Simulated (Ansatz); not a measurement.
HgTe: pressure against volume

HgTe, Fm-3m, a = 6.040 Å. This isn't the usual stable structure of the compound. Ansatz: PBE+D3(BJ), PAW, 420 eV, Γ-centred 12×12×12 mesh on 2 atoms, Gaussian smearing 0.10 eV; no spin polarisation. Symmetry fixes shape and atoms, so the cell is only scaled; pressure is positive in compression.

```tsv
V (Å³/atom)	P (GPa)
24.235	?
25.061	6.71
25.887	4.04
26.713	1.83
27.539	-0.01
28.365	-1.53
29.192	-2.78
30.293	-4.11
```

Take V0 = 27.539 Å³/atom, count pressures from its P0 = -0.01 GPa, fit the third-order Birch–Murnaghan form to the other rows, and predict the missing pressure.

With the Eulerian strain f = ½[(V0/V)^(2/3) − 1] and y = (P − P0)/[3f(1 + 2f)^(5/2)], the form is the line y = B0 + 1.5 B0 (B0′ − 4) f. Rows (f, y): 0.03244, 59.0; 0.02105, 57.9; 0.01025, 56.9; -0.00975, 54.6; -0.01906, 53.4; -0.03078, 52.0. Means f = 0.0006917, y = 55.633; Σ(Δf)² = 0.003003, ΣΔfΔy = 0.3344; the slope is their ratio. y = 55.56 + 111.3 f GPa, so B0 = 55.6 GPa and B0′ = 4 + 2 × (111.3)/(3 × 55.56) = 5.34. At V = 24.235, f = 0.04447, y = 60.51 and P = 9.98 GPa. The run gave 9.94 GPa, so the fit is 0.04 GPa too high, a small miss on the scale of the series.

Spin–orbit coupling is left out, which can shift energies with elements as heavy as these.